Band gaps of seven crystals, computed with ABINIT 10.8.3 (Kohn-Sham DFT, OLYP functional, PAW) in the given cells, without relaxation, spin polarisation or spin-orbit coupling. The computed gap, direct or indirect, runs from the highest filled to the lowest empty Kohn-Sham level on the k-mesh; the Fermi-Dirac smearing width is 0.05 eV. The measured values were read out of the cited papers by a program, so a few in a hundred may be wrong or belong to imperfect samples.

| formula | space group | volume of the given cell (Å³/atom) | potentials or basis | wave cutoff (eV) | k-mesh | computed band gap (eV) | measured band gap (eV) | range of the values found (eV) | what was measured, and how | source | computed less measured (eV) |
| --- | --- | --- | --- | --- | --- | --- | --- | --- | --- | --- | --- |
| InAs | F-43m | 27.49 | JTH PAW PBE v2.0 | 462.6 | 8x8x8 | 0.109 | 0.414 | 0.414 to 0.42 | direct gap from band-to-band PL peak; photoluminescence; film | pmc:6881312 (2019) | -0.30 |
| Si | Fd-3m | 20.16 | JTH PAW PBE v2.0 | 408.2 | 8x8x8 | 0.835 | 1.11 | 1.1 to 1.1692 | indirect band gap at room temperature, quoted from a textbook; not stated; bulk crystal | arXiv:1709.02567 (2017) | -0.28 |
| SnSe2 | P-3m1 | 25.73 | JTH PAW PBE v2.0 | 408.2 | 8x8x5 | 1.002 | 1.2 | 1 to 1.21 | direct optical gap from Tauc plot, 1200 nm film (bulk-like); diffuse reflectance; film | pmc:5680184 (2017) | -0.20 |
| InP | F-43m | 25.17 | JTH PAW PBE v2.0 | 544.2 | 8x8x8 | 1.021 | 1.42 | one value | experimental band gap used for comparison with the calculated gap; not stated; bulk crystal | arXiv:cond-mat/0006134 (2000) | -0.40 |
| CdSe | F-43m | 28.94 | JTH PAW PBE v2.0 | 462.6 | 8x8x8 | 1.008 | 1.81 | one value | direct optical gap from Kubelka-Munk plot of [F(R)hv]^2 against photon energy; UV-vis diffuse reflectance; powder | pmc:3637069 (2013) | -0.80 |
| BAs | F-43m | 13.63 | JTH PAW PBE v2.0 sp | 408.2 | 10x10x10 | 1.344 | 1.835 | 1.82 to 4.12 | indirect optical gap from background-subtracted Tauc plot; UV-Vis transmission; bulk crystal | arXiv:2307.05371 (2023) | -0.49 |
| AlN | P6_3mc | 10.45 | JTH PAW PBE v2.0 | 680.3 | 10x10x6 | 4.357 | 6.038 | 5.96 to 6.18 | optical (excitonic) gap: Gamma5 n=1 free exciton transition energy, E perpendicular to c; cathodoluminescence; film | arXiv:2305.10542 (2023) | -1.68 |

Read the column of errors first, leaving SnSe₂ aside for the moment. In the other six crystals the semilocal functional gives too small a gap, by about 0.3 eV in Si and InAs and by 1.7 eV in AlN. That is good enough to tell a narrow-gap semiconductor from a wide-gap insulator. Whether it is good enough for anything finer depends on the purpose, and the rows show this one after another.

**InAs: a gap that the calculation may not have.** The computed gap is 0.11 eV, about a quarter of the measured one. The run leaves out spin-orbit coupling, which pushes the top of the valence band up by a third of its splitting, here roughly 0.13 eV. With that included, the gap would be about zero, and the two band edges might even change order. A gap this small may also close between the points of the mesh. For an InAs transistor channel this decides whether the simulated device can be switched off at all, so the open gap in the table should not be used for that purpose. Spin-orbit coupling belongs in the run, but it makes the functional's error more visible instead of curing it.

**Si: a modest error with a large consequence.** The gap is 0.28 eV too small, which looks harmless beside the other rows. The intrinsic carrier density, however, varies as $\exp(-E_g/2k_BT)$, where $E_g$ is the gap, $k_B$ the Boltzmann constant and $T$ the temperature. At 300 K the error therefore raises the density about 200-fold. To get it right within a factor of two, the gap must be known to about 0.04 eV.

The mesh matters on that finer scale. The conduction-band minimum of silicon lies between mesh points. Along the band path, which is sampled more finely, the same calculation gives a gap about 0.03 eV smaller than the one in the table. (The rough estimate from the band curvature in the output below, 0.06 eV, is about twice too large.) Doubling the mesh in each direction takes eight times as many k-points before symmetry is used. It is cheaper to keep the converged density and compute the bands on a fine line through the minimum, as the band path does. Either way the gap comes out slightly smaller, so a better mesh alone moves silicon away from experiment.

**SnSe₂: two different gaps.** The computed value in the table is indirect, while the measured one is a direct optical gap. The direct gap of the same calculation is 1.39 eV, which lies 0.19 eV above the measurement instead of below it. The selenium atoms also feel a force of 0.41 eV/Å, so they are not at rest in the given cell. That the reversed sign comes from their position is a guess, which relaxing the atoms would test. The mesh may also miss the smallest direct gap, and spin-orbit coupling is left out although the elements are fairly heavy; either can make the computed value too large. The measured value has a weakness of its own: it comes from a plot that assumes direct transitions, while indirect ones can already absorb light at lower energy. Until all this is checked, the row supports no verdict on the functional.

**InP and CdSe: equal in the calculation, different in the laboratory.** Both computed gaps are close to 1.0 eV, yet the measured ones are 1.42 and 1.81 eV. Any correction that takes only the computed gap as input must shift both crystals by practically the same amount, and so it must fail for at least one of them. The CdSe value comes from a powder and is somewhat high; roughly 0.1 eV of the difference may be due to that. The given CdSe cell is also about one percent longer than the measured one in each direction, which lowers the computed gap, while the missing spin-orbit coupling hides roughly 0.14 eV of the error, and a smaller part in InP. These effects partly cancel, so much of the difference probably remains, and something other than the size of the gap must then help to control the error.

Theory offers a candidate. The true band gap is the energy needed to take an electron out of the crystal and put one back far from the hole. (The exciton energy listed for AlN lies slightly below it, because electron and hole still attract each other.) The exact exchange-correlation potential jumps by a constant when the electron number passes through that of the filled valence band. A functional built only from the density and its gradient, such as OLYP, has no such jump, and the gap between its orbital energies lacks this contribution. Its size can be estimated as the energy of charging a region about one atom wide, weakened by the response of the other electrons:

$$\Delta \approx A\,\frac{e^2}{\varepsilon L},\qquad L=V^{1/3}.$$

Here $\Delta$ is the part of the gap that is lost, $V$ the volume per atom from the table, and $\varepsilon$ the electronic dielectric constant, for which rough recalled values serve. The constant $e^2$ is 14.4 eV Å, and $A$ is a number of order one. The formula says where to be wary: small atoms and weak screening make the error large. It also allows an error that does not vanish with the gap, in line with InAs.

InP serves as a worked case. Its volume of 25.17 ų per atom gives $L=2.93$ Å, and $e^2/L$ is then 4.9 eV. With $A=1$, dividing by $\varepsilon\approx 9.6$ leaves 0.51 eV, against a computed shortfall of 0.40 eV. CdSe has nearly the same $L$ but screens more weakly, with $\varepsilon\approx 6.2$, so the estimate rises to about 0.76 eV and comes close to its shortfall of 0.80 eV. This agreement does not prove the cause. In both crystals a semilocal functional also places the d states too high, which pushes up the top of the valence band, and no output here separates the two effects.

For a light emitter the difference is plain to see. The computed gap of InP corresponds to a wavelength of 1214 nm and the measured one to 873 nm. A designer who trusted the first number would choose the wrong detector and the wrong optical window.

**BAs and AlN: the same fraction, not the same error.** Both gaps come out at a little under three quarters of the measured value, much like those of Si and InP. It is tempting to scale all computed gaps up by one common factor. InAs and CdSe, at about 26 and 56 percent, show what that would cost. In electronvolts, moreover, the two crystals differ widely: BAs lacks 0.5 eV and AlN 1.7 eV, as weak screening and short bonds in the nitride would suggest.

This spread matters when layers are stacked. If the gap of silicon lies inside that of AlN, the barriers for electrons and holes add up to the difference of the two gaps. The errors do not cancel in that difference: $1.68-0.28=1.40$ eV of barrier is lost. The leakage through an AlN layer on silicon could then be badly overestimated, although each material taken alone is recognised correctly as semiconductor or insulator.

The charging formula was fitted with its single strength $A$ to all rows except SnSe₂, so InP and CdSe were part of the fit. It misses the shortfalls by typically 0.13 eV, while a shortfall proportional to the computed gap misses them by 0.20 eV; the output below gives both row by row. When each row is predicted from the others, the advantage shrinks to 0.20 against 0.25 eV. The formula gives too much for the four crystals with the smaller shortfalls and too little for CdSe and AlN, so the real trend is steeper. It is a guide to the size of the error and no substitute for a better calculation.

**What to change, and at what price.** The functional comes first, since its error is several times larger than the effect of the mesh in Si or the estimated one of spin-orbit coupling in CdSe. Exchanging it for PBE, which also uses only the density and its gradient, would match the functional to the atomic data sets, which were generated with PBE, but it would leave the same basic defect, because the jump would still be absent. A hybrid functional adds a share of non-local exchange and so recovers part of the lost energy. Theory argues that the proper share is close to $1/\varepsilon$, which is why one fixed share cannot suit silicon and AlN equally well. The $GW$ method calculates the screening for each crystal and removes that compromise, though its usual one-shot form still depends on the starting bands, which are doubtful for InAs.

The price follows from what has to be summed. Non-local exchange couples pairs of k-points, so doubling the mesh in each direction multiplies that work by about $8\times 8=64$, where a semilocal run grows by eight. In cells of two to four atoms this is affordable; in a model of an interface it often is not. $GW$ also needs many empty bands and the frequency dependence of the screening, and usually costs more still. Spin-orbit coupling doubles the size of the matrices, which makes a full diagonalisation up to eight times as long.

For a first sorting of materials by gap, the semilocal level is therefore a sensible choice, provided that near-ties such as InP and CdSe are left undecided. For emission wavelengths or carrier densities, a hybrid or $GW$ calculation on the small bulk cell is the better investment. For barriers it supplies the gaps, but how the bands of the two materials line up must still come from a model of the interface. Even the better methods often miss a gap by a tenth of an electronvolt or more, and the motion of the atoms, left out here, shifts the gap of silicon by a similar amount. A carrier density within a factor of two is therefore not assured, and the measured gap is the safer input for it. InAs needs spin-orbit coupling at every level. A finer sampling of the band edge in silicon costs little, but it cannot replace a better functional, because it removes an error that now hides part of a larger one.

Numerical output:

```
fit of short on 6 rows (keep): coefficient of charging 1.015 +/- 0.073; rms 0.131, worst Si 0.172, leave-one-out rms 0.201
  rows outside the fit (model, value, miss): SnSe2 0.4949, -0.1885, 0.683
fit of short on 6 rows (keep): coefficient of y 0.4017 +/- 0.045; rms 0.199, worst CdSe -0.397, leave-one-out rms 0.25
  rows outside the fit (model, value, miss): SnSe2 0.4025, -0.1885, 0.591
Missing gap, same kind of gap compared:
    row  missing gap eV  computed in percent of measured  charging estimate eV  proportional estimate eV
   InAs           0.305                            26.33                0.4035                   0.04378
     Si           0.275                            75.23                0.4474                    0.3354
  SnSe2         -0.1885                            115.7                0.4949                    0.4025
    InP           0.399                             71.9                0.5194                    0.4101
   CdSe           0.802                            55.69                0.7676                    0.4049
    BAs           0.491                            73.24                0.6372                    0.5399
    AlN           1.681                            72.16                 1.519                      1.75
Mean missing gap without SnSe2, eV: 0.6588
Scatter left by one constant shift without SnSe2, eV: 0.5354
Computed gap of InP less that of CdSe, eV: 0.013
Measured gap of CdSe less that of InP, eV: 0.39
Rough spin-orbit lowering of the InAs gap, eV: 0.13
Rough InAs gap after spin-orbit coupling, eV: -0.021
Rough spin-orbit lowering of the CdSe gap, eV: 0.14
Rough mesh error of the Si gap, eV: 0.05517
Factor in k-points when the mesh is doubled in each direction: 8
Factor by which the Si gap error raises the intrinsic carrier density at 300 K: 204.1
Gap error that changes the carrier density by a factor of two at 300 K, eV: 0.03584
InP emission wavelength from the computed gap, nm: 1214
InP emission wavelength from the measured gap, nm: 873.1
```
